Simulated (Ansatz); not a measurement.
Geometry optimisation in Ansatz: input, command and trajectory.

```yaml
crystal:
  lattice:
    - [-2.9486424283, 2.9486424283, 2.4095318919]
    - [2.9486424283, -2.9486424283, 2.4095318919]
    - [2.9486424283, 2.9486424283, -2.4095318919]
  atoms:
    - { symbol: Ta, position: [0.6626860611, 0.8373139389, 0.5] }
    - { symbol: Ta, position: [0.8373139389, 0.3373139389, 0.1746278778] }
    - { symbol: Ta, position: [0.3373139389, 0.1626860611, 0.5] }
    - { symbol: Ta, position: [0.1626860611, 0.6626860611, 0.8253721222] }
    - { symbol: Si, position: [0.25, 0.25, 0.0] }
    - { symbol: Si, position: [0.75, 0.75, 0.0] }
basis:
  ecutwfc: 500
kpoints:
  mp_grid: { grid: [10, 10, 10] }
hamiltonian:
  xc: r2scan
scf:
  occupations: { method: gaussian, width: 0.1 }
output:
  forces: true
  stress: true
  eigenvalues: true
relax:
  adjacent_minimum: "off"
  f_tol: 0.008
  max_steps: 50
  cell: { stress_tol: 0.08, p_target: 40.0 }
```

```bash
ansatz run input.yaml --threads 1 --pin off --max-ram 2560MiB --backend cpu --events-out ev --progress --plain --runs-dir out
```

All numbers below come from DFT r2SCAN, scalar-relativistic, plane waves, PAW (Ansatz 0.2.0).

Of 5 frames 4 are shown, positions in Å and forces in eV/Å; the SCF threshold varies from step to step. Steps run on the plane waves of an earlier cell, with a Pulay correction in the pressure. The basis is chosen afresh for the last frame, the zero of the energies, and at times for earlier ones too; energy and pressure can step there, also at an unchanged geometry. Where two frames share a geometry here, they differ by under 2 meV/atom and 0.3 GPa. The relaxation lowers the enthalpy F + PV at the target pressure, so the free energy itself can rise. The mark taken_back stands on steps that the optimiser undid.

```xyz
6
Lattice="-2.9486 2.9486 2.4095 2.9486 -2.9486 2.4095 2.9486 2.9486 -2.4095" Properties=species:S:1:pos:R:3:forces:R:3 pbc="T T T" step=1 free_energy_over_end_meV_per_atom=8.35 pressure_GPa=41.02
Ta    1.9892    0.9594    2.4095    0.1320   -0.1320    0.0000
Ta   -0.9594    1.9892    2.4095    0.1320    0.1320    0.0000
Ta    0.9594    1.9892    0.0000   -0.1320    0.1320    0.0000
Ta    3.9080    0.9594    0.0000   -0.1320   -0.1320    0.0000
Si    0.0000    0.0000    1.2048    0.0000    0.0000    0.0000
Si    0.0000    0.0000    3.6143    0.0000    0.0000    0.0000
6
Lattice="-2.9535 2.9535 2.4081 2.9535 -2.9535 2.4081 2.9535 2.9535 -2.4081" Properties=species:S:1:pos:R:3:forces:R:3 pbc="T T T" step=2 free_energy_over_end_meV_per_atom=-0.06 pressure_GPa=39.60 taken_back
Ta    2.0049    0.9486    2.4081   -0.2472    0.2472    0.0000
Ta   -0.9486    2.0049    2.4081   -0.2472   -0.2472    0.0000
Ta    0.9486    2.0049    0.0000    0.2472   -0.2472    0.0000
Ta    3.9021    0.9486    0.0000    0.2472    0.2472    0.0000
Si    0.0000    0.0000    1.2041    0.0000    0.0000    0.0000
Si    0.0000    0.0000    3.6122    0.0000    0.0000    0.0000
6
Lattice="-2.9522 2.9522 2.4097 2.9522 -2.9522 2.4097 2.9522 2.9522 -2.4097" Properties=species:S:1:pos:R:3:forces:R:3 pbc="T T T" step=3 free_energy_over_end_meV_per_atom=-0.91 pressure_GPa=39.91
Ta    1.9958    0.9564    2.4097   -0.0027    0.0027    0.0000
Ta   -0.9564    1.9958    2.4097   -0.0027   -0.0027    0.0000
Ta    0.9564    1.9958    0.0000    0.0027   -0.0027    0.0000
Ta    3.9086    0.9564    0.0000    0.0027    0.0027    0.0000
Si    0.0000    0.0000    1.2049    0.0000    0.0000    0.0000
Si    0.0000    0.0000    3.6146    0.0000    0.0000    0.0000
6
Lattice="-2.9522 2.9522 2.4092 2.9522 -2.9522 2.4092 2.9522 2.9522 -2.4092" Properties=species:S:1:pos:R:3:forces:R:3 pbc="T T T" step=5 free_energy_over_end_meV_per_atom=0.00 pressure_GPa=40.01
Ta    1.9958    0.9564    2.4092   -0.0006    0.0006    0.0000
Ta   -0.9564    1.9958    2.4092   -0.0006   -0.0006    0.0000
Ta    0.9564    1.9958    0.0000    0.0006   -0.0006    0.0000
Ta    3.9086    0.9564    0.0000    0.0006    0.0006    0.0000
Si    0.0000    0.0000    1.2046    0.0000    0.0000    0.0000
Si    0.0000    0.0000    3.6138    0.0000    0.0000    0.0000
```

The run took 5.1 min on 1 thread of Intel(R) Xeon(R) Processor @ 2.50GHz (Skylake/Cascade Lake), with other jobs on the host, peak memory 0.8 GiB.

Spin–orbit coupling is left out, which can shift energies with elements as heavy as these.